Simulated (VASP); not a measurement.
# Be (P6_3/mmc) in VASP: a series of runs

The runs below take Be through single point, with LDA.

Everything below comes from runs of VASP 6.6.1. Logs are shortened: lines on timing, memory, paths and dates and some standing lists are left out, and cuts for length are marked.

### 1 The crystal as given

It takes space group P6_3/mmc (No. 194, hexagonal). The conventional cell has a = 2.285 Å, b = 2.285 Å, c = 3.584 Å, α = 90.00°, β = 90.00°, γ = 120.00°. Be (site symmetry -6m2) is surrounded by 12 Be at 2.23 to 2.29 Å.

### 2 Single point, LDA

INCAR reads:

```
  ADDGRID = F
  ALGO = Normal
  EDIFF = 1E-6
  ENCUT = 520
  GGA = CA
  ISIF = 2
  ISMEAR = 1
  LASPH = T
  LCHARG = F
  LREAL = F
  LWAVE = F
  NELM = 100
  PREC = Accurate
  SIGMA = 0.2
```

KPOINTS reads:

```
k-points
0
Gamma
  4 4 2
```

POSCAR reads:

```
Be
1.0
    2.2853000000      0.0000000000      0.0000000000
   -1.1426500000      1.9791278553      0.0000000000
    0.0000000000      0.0000000000      3.5842000000
Be
2
Direct
    0.6666666667      0.3333333333      0.7500000000
    0.3333333333      0.6666666667      0.2500000000
```

Potentials or basis: VASP PAW LDA potentials, release 64 (Be).

Run with:

```
> cat potpaw_LDA.64/Be/POTCAR > POTCAR
> mpirun -np 1 vasp_std > vasp.out
```

OUTCAR:

```text
EDIFF = 1E-6
   ENCUT = 520
   GGA = CA
   ISIF = 2
   ISMEAR = 1
   LASPH = T
   LREAL = F
   NELM = 100
   PREC = Accurate

 Found      8 irreducible k-points:

 Following reciprocal coordinates:
            Coordinates               Weight
  0.000000  0.000000  0.000000      1.000000
  0.250000 -0.000000  0.000000      6.000000
  0.500000 -0.000000  0.000000      3.000000
  0.250000  0.250000  0.000000      6.000000
  0.000000  0.000000  0.500000      1.000000
  0.250000 -0.000000  0.500000      6.000000
   k-points           NKPTS =      8   k-points in BZ     NKDIM =      8   number of bands    NBANDS=      6
   number of dos      NEDOS =    301   number of ions     NIONS =      2
   total plane-waves  NPLWV =   9072
   dimension x,y,z NGX =    18 NGY =   18 NGZ =   28
   dimension x,y,z NGXF=    36 NGYF=   36 NGZF=   56
   ions per type =               2
   NGX,Y,Z   is equivalent  to a cutoff of  13.09, 13.09, 12.99 a.u.
   NGXF,Y,Z  is equivalent  to a cutoff of  26.19, 26.19, 25.97 a.u.
 SYSTEM =  unknown system
   PREC   = accura    normal or accurate (medium, high low for compatibility)
   ISTART =      0    job   : 0-new  1-cont  2-samecut
   ICHARG =      2    charge: 1-file 2-atom 10-const
   ISPIN  =      1    spin polarized calculation?
   LNONCOLLINEAR =      F non collinear calculations
   LSORBIT =      F    spin-orbit coupling
   LASPH  =      T    aspherical Exc in radial PAW
   ENCUT  =  520.0 eV  38.22 Ry    6.18 a.u.   4.25  4.25  6.66*2*pi/ulx,y,z
   NELM   =    100;   NELMIN=  2; NELMDL= -5     # of ELM steps
   EDIFF  = 0.1E-05   stopping-criterion for ELM
[... 30 lines left out ...]
 non-spin polarized calculation
 Methfessel and Paxton  Order N= 1 SIGMA  =   0.20
  energy-cutoff  :      520.00
  volume of cell :       16.21
 maximum number of plane-waves:       448
 NGX is ok and might be reduce to    18
   NGX =  9   NGY =  9   NGZ = 13

 number of electron       4.0000000 magnetization

 Free energy of the ion-electron system (eV)
  ---------------------------------------------------
  ext. energy  EPLUGINS =         0.00000000
  ---------------------------------------------------
  free energy    TOTEN  =        -7.94541242 eV

  energy without entropy =       -7.95123380  energy(sigma->0) =       -7.94735288

 E-fermi :   7.5334     XC(G=0): -10.5369

 val. band max:        7.3469516434   @ k =   0.2500   0.2500   0.0000
 cond. band min:       7.7831395771   @ k =   0.0000   0.0000   0.0000
 fundamental gap:      0.4361879337
 Fermi energy:         7.5334273615

 k-point     1 :       0.0000    0.0000    0.0000
  band No.  band energies     occupation
      1      -4.4925      2.00000
      2       2.2666      2.00000
      3       7.7831     -0.07075
      4      21.9274      0.00000
      5      21.9274      0.00000
      6      24.7264      0.00000

 k-point     2 :       0.2500   -0.0000    0.0000
  band No.  band energies     occupation
      1      -2.7431      2.00000
      2       4.5542      2.00000
      3       7.9149     -0.02132
      4      14.4855      0.00000
      5      17.6938      0.00000
      6      22.0490      0.00000

 k-point     3 :       0.5000   -0.0000    0.0000
  band No.  band energies     occupation
      1       1.6705      2.00000
      2       3.5108      2.00000
      3      10.1080     -0.00000
      4      13.0070      0.00000
      5      13.2039      0.00000
      6      15.6083      0.00000

 k-point     4 :       0.2500    0.2500    0.0000
  band No.  band energies     occupation
      1       0.7809      2.00000
      2       7.3470      2.03322
      3       8.4037     -0.00000
      4       8.9781     -0.00000
      5      13.5297      0.00000
      6      16.7280      0.00000

 k-point     5 :       0.0000    0.0000    0.5000
  band No.  band energies     occupation
      1      -2.3724      2.00000
      2      -2.3724      2.00000
      3      17.1514      0.00000
      4      17.1514      0.00000
      5      23.5228      0.00000
      6      23.5228      0.00000

 k-point     6 :       0.2500   -0.0000    0.5000
  band No.  band energies     occupation
      1      -0.6083      2.00000
      2      -0.6083      2.00000
      3      15.0637      0.00000
      4      15.0637      0.00000
      5      19.4603      0.00000
      6      19.4603      0.00000

 [... further k-points ...]
[... 5 lines left out ...]
  --------------------------------------------------------------------------------------
  -------------------------------------------------------------------------------------
  Total       -0.8288668     -0.8288668     -0.2877107      0.0000000     -0.0000000      0.0000000
  in kB      -81.9192626    -81.9192626    -28.4352662      0.0000000     -0.0000000      0.0000000
  external PRESSURE =     -64.0912638 kB  Pullay stress =       0.0000000 kB

 VOLUME and BASIS-vectors are now :
 -----------------------------------------------------------------------------
  energy-cutoff  :      520.00
  volume of cell :       16.21
      direct lattice vectors                 reciprocal lattice vectors
     2.285300000  0.000000000  0.000000000     0.437579311  0.252636533  0.000000000
    -1.142650000  1.979127855  0.000000000     0.000000000  0.505273066  0.000000000
     0.000000000  0.000000000  3.584200000     0.000000000  0.000000000  0.279002288

 POSITION                                       TOTAL-FORCE (eV/Angst)
 -----------------------------------------------------------------------------------
      1.14265      0.65971      2.68815         0.000000     -0.000000      0.000000
     -0.00000      1.31942      0.89605        -0.000000      0.000000      0.000000
 -----------------------------------------------------------------------------------
    total drift:                                0.000000     -0.000000      0.000000

  FREE ENERGIE OF THE ION-ELECTRON SYSTEM (eV)
  ---------------------------------------------------
  free  energy   TOTEN  =        -7.9454124245 eV

  energy  without entropy=       -7.9512337965  energy(sigma->0) =       -7.94735288
```

OSZICAR:

```text
N       E                     dE             d eps       ncg     rms          rms(c)
DAV:   1    -0.344401383067E+01   -0.34440E+01   -0.20316E+03    96   0.591E+02
DAV:   2    -0.797419090978E+01   -0.45302E+01   -0.45110E+01   156   0.530E+01
DAV:   3    -0.799471123451E+01   -0.20520E-01   -0.20521E-01    96   0.365E+00
DAV:   4    -0.799471899817E+01   -0.77637E-05   -0.77637E-05   168   0.780E-02
DAV:   5    -0.799471899867E+01   -0.49434E-09   -0.81513E-10    96   0.209E-04    0.128E+00
DAV:   6    -0.796129551928E+01    0.33423E-01   -0.27418E-03   108   0.441E-01    0.773E-01
DAV:   7    -0.794542210226E+01    0.15873E-01   -0.49222E-03   114   0.568E-01    0.172E-02
DAV:   8    -0.794541364474E+01    0.84575E-05   -0.12539E-05   168   0.401E-02    0.541E-03
DAV:   9    -0.794541243328E+01    0.12115E-05   -0.61458E-07    78   0.897E-03    0.420E-04
DAV:  10    -0.794541242451E+01    0.87671E-08   -0.93936E-09    66   0.119E-03
   1 F= -.79454124E+01 E0= -.79473529E+01  d E =0.582137E-02
```

stdout:

```text
POSCAR found type information on POSCAR Be
 POSCAR found :  1 types and       2 ions
 scaLAPACK will be used
 LDA part: xc-table for (Slater(with rela. corr.)+CA(PZ))
 , standard interpolation
 POSCAR, INCAR and KPOINTS ok, starting setup
 FFT: planning ... GRIDC
 FFT: planning ... GRID_SOFT
 FFT: planning ... GRID
 WAVECAR not read
 entering main loop
```

Wall time 0.7 s (1 thread of AMD EPYC 9R45 (Zen 5), shared host); peak memory 0.08 GiB.

The run converged, but some of its settings lie outside the range that counts as converged, so its numbers aren't taken as properties of the crystal.

Results:

```
Free energy : -7.9454 eV
Pressure    : -6.4 GPa
```

Caveat: the k mesh is coarse (spacing up to 0.88 Å⁻¹), so the values aren't converged; the mesh shows a gap though the element is a metal.

### 3 Single point, LDA

INCAR is that of step 2.

KPOINTS is that of step 2.

POSCAR reads:

```
Be
1.0
    2.2853000000      0.0000000000      0.0000000000
   -1.1426500000      1.9791278553      0.0000000000
    0.0000000000      0.0000000000      3.5842000000
Be
2
Direct
    0.6556040000      0.3139550000      0.7387090000
    0.3030700000      0.6820070000      0.2728280000
```

Potentials or basis: VASP PAW LDA potentials, release 64 (Be).

Run with:

```
> cat potpaw_LDA.64/Be/POTCAR > POTCAR
> mpirun -np 1 vasp_std > vasp.out
```

OUTCAR:

```text
EDIFF = 1E-6
   ENCUT = 520
   GGA = CA
   ISIF = 2
   ISMEAR = 1
   LASPH = T
   LREAL = F
   NELM = 100
   PREC = Accurate

 Found     20 irreducible k-points:

 Following reciprocal coordinates:
            Coordinates               Weight
  0.000000  0.000000  0.000000      1.000000
  0.250000 -0.000000  0.000000      2.000000
  0.000000  0.250000  0.000000      2.000000
 -0.250000  0.250000  0.000000      2.000000
  0.500000 -0.000000  0.000000      1.000000
  0.000000  0.500000  0.000000      1.000000
   k-points           NKPTS =     20   k-points in BZ     NKDIM =     20   number of bands    NBANDS=      6
   number of dos      NEDOS =    301   number of ions     NIONS =      2
   total plane-waves  NPLWV =   9072
   dimension x,y,z NGX =    18 NGY =   18 NGZ =   28
   dimension x,y,z NGXF=    36 NGYF=   36 NGZF=   56
   ions per type =               2
   NGX,Y,Z   is equivalent  to a cutoff of  13.09, 13.09, 12.99 a.u.
   NGXF,Y,Z  is equivalent  to a cutoff of  26.19, 26.19, 25.97 a.u.
 SYSTEM =  unknown system
   PREC   = accura    normal or accurate (medium, high low for compatibility)
   ISTART =      0    job   : 0-new  1-cont  2-samecut
   ICHARG =      2    charge: 1-file 2-atom 10-const
   ISPIN  =      1    spin polarized calculation?
[... 51 lines left out ...]
  free energy    TOTEN  =        -7.87467557 eV

  energy without entropy =       -7.88340730  energy(sigma->0) =       -7.87758615

 E-fermi :   7.5391     XC(G=0): -10.5292

 val. band max:        7.3332953261   @ k =   0.5000   0.2500   0.0000
 cond. band min:       7.6970945423   @ k =   0.0000   0.0000   0.0000
 fundamental gap:      0.3637992162
 Fermi energy:         7.5390579875

 k-point     1 :       0.0000    0.0000    0.0000
  band No.  band energies     occupation
      1      -4.5038      2.00000
      2       2.3032      2.00000
      3       7.6971      0.02501
      4      21.5280      0.00000
      5      22.2727      0.00000
      6      24.1547      0.00000
[... 37 lines left out ...]
 k-point     6 :       0.0000    0.5000    0.0000
  band No.  band energies     occupation
      1       1.7567      2.00000
      2       3.2395      2.00000
      3      10.3959     -0.00000
      4      12.5587      0.00000
      5      13.7219      0.00000
      6      15.6034      0.00000

 [... further k-points ...]
[... 5 lines left out ...]
  --------------------------------------------------------------------------------------
  -------------------------------------------------------------------------------------
  Total       -1.1796188     -0.3739340      0.0318651      0.5214946      0.1145027     -0.1173530
  in kB     -116.5850749    -36.9569594      3.1493181     51.5407926     11.3166281    -11.5983332
  external PRESSURE =     -50.1309054 kB  Pullay stress =       0.0000000 kB

 VOLUME and BASIS-vectors are now :
 -----------------------------------------------------------------------------
  energy-cutoff  :      520.00
  volume of cell :       16.21
      direct lattice vectors                 reciprocal lattice vectors
     2.285300000  0.000000000  0.000000000     0.437579311  0.252636533  0.000000000
    -1.142650000  1.979127855  0.000000000     0.000000000  0.505273066  0.000000000
     0.000000000  0.000000000  3.584200000     0.000000000  0.000000000  0.279002288

 POSITION                                       TOTAL-FORCE (eV/Angst)
 -----------------------------------------------------------------------------------
      1.13951      0.62136      2.64768        -0.232841      0.221646      0.886191
     -0.08669      1.34978      0.97787         0.232841     -0.221646     -0.886191
 -----------------------------------------------------------------------------------
    total drift:                               -0.000000      0.000000      0.000000

  FREE ENERGIE OF THE ION-ELECTRON SYSTEM (eV)
  ---------------------------------------------------
  free  energy   TOTEN  =        -7.8746755735 eV

  energy  without entropy=       -7.8834073029  energy(sigma->0) =       -7.87758615
```

Run time: 1.1 s. Hardware: 1 thread of AMD EPYC 9R45 (Zen 5), shared host; peak memory 0.08 GiB.

These settings aren't checked as converged: the numbers below hold their error.

Results:

```yaml
Free_energy: -7.8747 eV
Pressure: -5.0 GPa
Largest_force: 0.943 eV/Å
```

Caveat: the k mesh is coarse (spacing up to 0.88 Å⁻¹), so the values aren't converged; the mesh shows a gap though the element is a metal.

### 4 For comparison

An earlier run on the cell as given: functional PBE; potentials or basis VASP PAW PBE potentials, release 64 (Be); cutoff 520 eV; k mesh 13 × 13 × 8; occupations fermi-dirac, width 0.05 eV; no spin polarisation.

- Pressure: -2.7 GPa
- Band gap on the k mesh: none (metal or under the smearing width)
